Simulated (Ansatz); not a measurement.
# MoP: elastic constants with LDA

The system is MoP.

```
Mo P
1.0
     3.22300    0.00000    0.00000
    -1.61150    2.79120    0.00000
     0.00000    0.00000    3.19100
Mo P
1 1
Direct
  0.00000 0.00000 0.00000
  0.33333 0.66667 0.50000
```

```yaml
Program: Ansatz 0.2.0
Task: elastic constants
Functional: LDA
Potentials_or_basis: all-electron LAPW, scalar-relativistic
Cutoff: 273 eV (chosen from the basis error)
Basis_error_allowed: 0.001 eV/atom
k_mesh: 7 × 7 × 6
Occupations: fermi-dirac, width 0.05 eV
Spin: no spin polarisation
```

| Quantity | Value |
| --- | --- |
| Pressure | -7.2 GPa |
| Band gap on the k mesh | none (metal or under the smearing width) |
| Voigt bulk modulus | 219 GPa |

Stress tensor (GPa, compression positive):
```
-6.20  0.00  0.00
 0.00 -6.20  0.00
 0.00  0.00 -9.29
```

Levels at points of the mesh, in eV from the Fermi level:
```tsv
k point	band 18	band 19	band 20	band 21	band 22	band 23	band 24	band 25	band 26
(0.00, 0.00, 0.00)	-4.12	-3.21	-3.21	-0.61	0.36	0.36	4.20	4.20	5.59
(0.00, 0.00, -0.50)	-7.74	-2.63	-2.63	-1.60	-1.60	1.37	3.02	3.02	7.95
```

Elastic tensor in Voigt notation (GPa, in the Cartesian axes of the cell as first typed):
```
345 116 141   0   0   0
116 345 141   0   0   0
138 138 490   0   0   0
  0   0   0 169   0   0
  0   0   0   0 169   0
  0   0   0   0   0 115
```

It took 3.8 min on 1 thread of Arm Neoverse V1, with other jobs on the host, peak memory 0.37 GiB.

Caveat: the k mesh is thin for a metal, which can move the energy by tens of meV per atom; a metal's response needs a denser mesh; the cell is more than 3 GPa from zero pressure, which shifts response properties; elastic constants of metals need much finer meshes, so these are rough.
